Count the neighbours across the cut. An atom facing it sits in a hollow above three atoms of the other element, all 2.84 Å away. Slide it a little along the slip and the neighbour ahead comes closer, the one behind recedes by nearly as much, and the third, off to the side, hardly moves. To first order in the slip, the gain and the loss cancel. The energy must therefore start flat, however quickly the closest pair of atoms is being squeezed.

Rigid, unrelaxed slip of hexagonal TiAl (P-6m2, a = 2.848 Å, c = 4.620 Å) along a on a (001) plane between Ti and Al layers, one fault per 6-atom cell. Ansatz 0.2.0, plane-wave PAW DFT with PBEsol, scalar-relativistic, not spin-polarised; cutoff 420 eV, Gamma-centred 24×24×5 k mesh, Gaussian smearing 0.15 eV. Fault energies are free energies relative to the unslipped cell.

```
slip (fraction of the slip vector)  fault energy (mJ/m²)  shear traction (GPa (slope of the fault energy along the slip))
                                 0                     0                                                             0.00
                               0.1                   112                                                             7.61
                               0.2                   409                                                            12.67
                               0.3                   791                                                            13.36
                               0.4                  1120                                                             8.85
                               0.5                  1253                                                             0.00
```

Slip is the distance slid as a fraction of one full lattice vector, 2.85 Å. The fault energy is the cost of the slide per area of the cut, and the shear traction is the slope of that energy, the stress that resists further slip. A slip of 1 would restore the crystal and 0.6 is equivalent to 0.4, so the second half of this straight path mirrors the first. The energy rises all the way to 0.5, which is therefore the top. The crystal is a hexagonal stack of pure Ti and pure Al layers. It is not γ-TiAl, the usual engineering phase, whose close-packed layers mix the two elements.

**Slip 0.1: a strong squeeze, a small cost.** The neighbour ahead has come 0.13 Å closer, the largest change in the shortest distance of any step. Yet this step costs only 112 mJ/m², the smallest rise in the scan. The neighbour behind has moved 0.15 Å away, so the shortest distance tells only half of the story. Symmetry makes the balance at the start exact: turning the crystal by 120° about the hollow leaves it unchanged, so no sideways direction can be preferred and the traction must begin at zero. It then has to build up before the energy can rise quickly.

**Slip 0.3: push and pull work together.** The neighbour ahead is now 2.52 Å away. The one off to the side has stretched to 2.96 Å and now trails the moving atom. In a simple picture of bonds between pairs of atoms, the squeezed contact pushes the atom back and the stretched one pulls it back. The neighbour left behind, at 3.35 Å, also pulls back, but a new one arriving from ahead, at 3.47 Å, offsets much of that pull. The picture thus fits the largest tabulated traction, 13.36 GPa, falling here, in the middle of the climb. Bonding in a metal is more than a sum of pairs, so the picture explains the direction of the force better than its size.

**Slip 0.5: a strong squeeze without leverage.** The closest neighbour is now only 2.45 Å away, but it stands exactly abreast of the moving atom. However hard it pushes, none of that push points along the slip. One stretched neighbour behind and one ahead are equally distant, at 3.17 Å, and their pulls along the slip cancel. The traction is zero again, although the energy has reached 1253 mJ/m², or about 0.55 eV for each facing Ti–Al pair.

The energy gained in a step is the traction summed over the distance slid. The first and last steps each have zero traction at one end, so both are cheap, while the step from 0.2 to 0.3 is the dearest at 382 mJ/m². The shortest distance follows a different order: it shrinks fastest at the start and hardly changes at the end. For a slide from one threefold hollow to the next equivalent one, the useful question is how unevenly the neighbours ahead and behind act, rather than how close the nearest one is.

The simplest curve with these features is the Frenkel sinusoid, E(s) = E₀ sin²(πs), where s is the slip and E₀ the energy at the top. For s = 0.3, sin²(54°) is 0.65, which gives about 820 mJ/m² against the calculated 791. The slope follows by dividing by the slip length L: its largest value is πE₀/L = π × 1.253 J/m² ÷ 2.848 Å = 13.8 GPa, at a slip of one quarter. The curve is tied to the first and last rows, so only the four rows between them test it. There its energy is too high by at most about 2 % of the top value, as the output below shows.

The remaining misfit has a pattern. A pure sinusoid would resist equally at 0.1 and 0.4, but the calculated traction is 16 % larger at 0.4. The valley is thus a little broader, and the summit a little narrower, than the sinusoid makes them. A likely reason is that repulsion between atoms grows steeply at short range, so its cost is concentrated where the neighbours pass each other most closely. The calculation does not separate repulsion from lost bonding. The skew itself is not an accident of taking slopes: the shear stress of the whole cell, computed separately, is also larger at 0.4 than at 0.1.

The layers were not allowed to move apart during the slide. The stress normal to them shows that they would: from almost nothing it grows into a compression of about 4.4 GPa at the top, averaged over the cell. Its rise follows the energy closely, with 64 % of it complete at slip 0.3, where the energy has reached 63 %. Atoms riding over their neighbours need more room, and here they are denied it. Letting them relax at each slip would lower the energy. The 1253 mJ/m² is therefore the cost of a rigid slide, and 13.36 GPa is not the strength of a real crystal.

Nor is the top a resting place for a fault. The traction vanishes there only along the chosen slip. Sideways, the two facing atoms each feel a force of about 1.1 eV/Å, against at most 0.6 eV/Å along the slip in any row. The sideways stress of about 4 GPa in the output is an average over all six gaps between layers in the cell, so at the cut itself it is several times larger. The squeezed neighbour on one side pushes the atom towards the adjacent hollow, and the two stretched neighbours on the other side pull it the same way. Close-packed planes can slip in two shorter steps through such hollows, avoiding the high ground between them. That bent path was not calculated here, so the height of this straight climb should not be read as the lowest barrier to slip.

Numerical output:

```
Contacts across the cut in angstrom:
  row  closing  left behind   side  arriving
  0.0    2.836        2.836  2.836     4.019
  0.1    2.704        2.989   2.85     3.822
  0.2    2.597         3.16  2.892     3.638
  0.3    2.518        3.347  2.962     3.466
  0.4    2.469        3.547  3.056     3.311
  0.5    2.452        3.758  3.173     3.173
Steps and shares:
  row  energy step mJ/m2  step of shortest distance A  energy % of top  rise of normal stress % of top  sideways stress GPa
  0.0                n/a                          n/a                0                               0                    0
  0.1                112                       -0.131            8.939                           9.237               0.4047
  0.2                297                       -0.108            32.64                           33.44                1.481
  0.3                382                       -0.079            63.13                              64                2.786
  0.4                329                       -0.049            89.39                           89.84                3.738
  0.5                133                       -0.016              100                             100                4.048
Frenkel sinusoid:
  row  energy mJ/m2  sinusoid less computed mJ/m2  traction GPa  sinusoid less computed GPa
  0.0             0                             0             0                           0
  0.1         119.7                         7.651         8.125                      0.5147
  0.2         432.9                          23.9         13.15                       0.476
  0.3         820.1                          29.1         13.15                      -0.214
  0.4          1133                         13.35         8.125                     -0.7253
  0.5          1253                             0     1.693e-15                   1.693e-15
First step, change of closing contact (angstrom): -0.1318
First step, change of contact left behind (angstrom): 0.1532
First step, change of side contact (angstrom): 0.01426
Start to top, change of closing contact (angstrom): -0.3834
Start to top, change of side contact (angstrom): 0.3374
Energy at the top per facing Ti-Al pair (eV): 0.5493
Largest traction of the sinusoid, at slip 0.25 (GPa): 13.82
Largest energy misfit of the sinusoid (% of top): 2.322
Traction at 0.4 over traction at 0.1: 1.163
Traction at 0.3 over traction at 0.2: 1.054
Energy at the top with smearing extrapolated out (mJ/m2): 1237
```
